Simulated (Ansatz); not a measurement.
AlNi (Cmmm), a vibration from a frozen displacement

All numbers below come from DFT PBEsol, scalar-relativistic, plane waves, PAW (Ansatz 0.2.0). Cutoff 420 eV, Γ-centred 18×18×16 k-points, Gaussian smearing of 0.15 eV. No spin polarisation. A magnetic state may lie lower. Energies are free energies at this smearing, counted from the undisturbed cell; pressure is positive in compression.

The undisturbed cell (as given, not relaxed at this level; it stands at 0.4 GPa, and it needn't be the usual structure):

```
Al Ni
1.0
     1.93869   -1.95319    0.00000
     1.93869    1.95319    0.00000
     0.00000    0.00000    3.09943
Al Ni
1 1
Direct
  0.00000 0.00000 0.00000
  0.50000 0.50000 0.50000
```

Every Ni atom is moved by x along the Cartesian unit vector (1.000, 0.000, 0.000); the cell and all other atoms stay fixed. The cell's volume is 23.47 Å³; the moved atoms weigh 58.693 u together and the others 26.982 u.

```
  x (Å)  ΔE (meV/cell) total force on the moved atoms along the move (eV/Å) pressure (GPa)
-0.1000          29.84                                                0.6003          1.0614
-0.0500           7.43                                                0.2975          0.5867
 0.0000           0.00                                                0.0000          0.4286
 0.0750          16.74                                               -0.4479          0.7843
```

Question: What frequency belongs to this motion?

Answer: The force constant is k = −dF/dx = 5.959 eV/Å², from the parabola through x = -0.0500, 0 and 0.0750. In every cell the moved atoms swing against the rest, so the mass is μ = m₁m₂/(m₁ + m₂) = 18.484 u, and ν̃ = 521.5 cm⁻¹ × √(|k|/μ) = 296 cm⁻¹. To first order in x, and within 1 %, the force on every atom lies along the move and, within each of the two groups, in proportion to the atom's mass, so this is itself a mode at the zone centre of this cell.

Question: How far does the harmonic law reach?

Answer: At x = -0.100 Å, kx²/2 = 29.79 meV against the computed 29.84 meV (+0.1 %): the well is still close to harmonic there.

In a metal these slopes depend on the k mesh and the smearing.